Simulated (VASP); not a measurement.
These are RPBE GGA, VASP's PBE PAW potentials (set 64) (plane waves; VASP 6.6.1) values and carry that method's errors.

A VASP calculation is set up with these files.

### INCAR
```
# general
SYSTEM   =  CsBr
PREC     =  Accurate
ENCUT    =  300
LREAL    =  .False.   # projection in real space or not
LASPH    =  .True.

# electronic loop
EDIFF    =  1E-6
NELM     =  100
ALGO     =  Normal
LMAXMIX  =  4   # l cut-off of mixed one-centre charges

# smearing
ISMEAR   =  0
SIGMA    =  0.01

# functional
GGA      =  RP   # RPBE

# ions
ISIF     =  2   # forces and stress, cell fixed

# output
LWAVE    =  .False.
LCHARG   =  .False.
```

File POSCAR:
```
CsBr
8.651240
  0.5000000000   0.0000000000   0.0000000000
  0.0000000000   0.5000000000   0.0000000000
  0.0000000000   0.0000000000   0.5000000000
Cs Br
1 1
Cart
  0.0000000000   0.0000000000   0.0000000000
  0.2500000000   0.2500000000   0.2500000000
```

KPOINTS:
```
Automatic mesh
0
Gamma
6 6 6
0 0 0
```

POTCAR, in this order: Cs_sv Br (PBE.64 set). Program: vasp_std.

What VASP printed:

File OSZICAR:
```
       N       E                     dE             d eps       ncg     rms          rms(c)
DAV:   1     0.751503767294E+02    0.75150E+02   -0.48463E+03   480   0.744E+02
DAV:   2    -0.855383183811E+00   -0.76006E+02   -0.71829E+02   732   0.151E+02
DAV:   3    -0.577756316383E+01   -0.49222E+01   -0.49092E+01   592   0.435E+01
DAV:   4    -0.582045177252E+01   -0.42889E-01   -0.42875E-01   552   0.500E+00
DAV:   5    -0.582082011389E+01   -0.36834E-03   -0.36831E-03   588   0.436E-01    0.195E+00
DAV:   6    -0.558906319487E+01    0.23176E+00   -0.35996E-01   544   0.311E+00    0.128E+00
DAV:   7    -0.555877651800E+01    0.30287E-01   -0.21850E-01   580   0.247E+00    0.674E-01
DAV:   8    -0.556816457056E+01   -0.93881E-02   -0.18224E-02   528   0.994E-01    0.110E-01
DAV:   9    -0.556922884452E+01   -0.10643E-02   -0.26775E-03   588   0.353E-01    0.888E-02
DAV:  10    -0.556947452151E+01   -0.24568E-03   -0.32684E-04   524   0.155E-01    0.137E-02
DAV:  11    -0.556949106379E+01   -0.16542E-04   -0.48876E-05   592   0.478E-02    0.604E-03
DAV:  12    -0.556949307841E+01   -0.20146E-05   -0.12493E-05   512   0.259E-02    0.123E-03
DAV:  13    -0.556949321579E+01   -0.13738E-06   -0.19470E-07   404   0.381E-03
   1 F= -.55694932E+01 E0= -.55694932E+01  d E =-.138101E-20
```

OUTCAR:
```
------------------------ aborting loop because EDIFF is reached ----------------------------------------
  FORCE on cell =-STRESS in cart. coord.  units (eV):
  Direction    XX          YY          ZZ          XY          YZ          ZX
  --------------------------------------------------------------------------------------
  Total        1.0824009      1.0824009      1.0824009     -0.0000000      0.0000000      0.0000000
  in kB       21.4266188     21.4266188     21.4266188     -0.0000000      0.0000000      0.0000000
  external PRESSURE =      21.4266188 kB  Pullay stress =       0.0000000 kB
  volume of cell :       80.94
      direct lattice vectors                 reciprocal lattice vectors
     4.325620000  0.000000000  0.000000000     0.231180732  0.000000000  0.000000000
     0.000000000  4.325620000  0.000000000     0.000000000  0.231180732  0.000000000
     0.000000000  0.000000000  4.325620000     0.000000000  0.000000000  0.231180732
 POSITION                                       TOTAL-FORCE (eV/Angst)
 -----------------------------------------------------------------------------------
      0.00000      0.00000      0.00000         0.000000      0.000000      0.000000
      2.16281      2.16281      2.16281         0.000000      0.000000      0.000000
 -----------------------------------------------------------------------------------
    total drift:                                0.000000      0.000000     -0.000000
  FREE ENERGIE OF THE ION-ELECTRON SYSTEM (eV)
  ---------------------------------------------------
  free  energy   TOTEN  =        -5.5694932158 eV

  energy  without entropy=       -5.5694932158  energy(sigma->0) =       -5.56949322
```
(Selected blocks of OUTCAR.)

At this cut-off the stress carries a Pulay error, which pulls relaxed volumes low.

The structure comes from a computed database's CsBr entry; how it stands against other phases isn't given here. The cell was not relaxed at this level. The run is one of a series of settings (GGA = RP against the base run), some of them coarse on purpose.
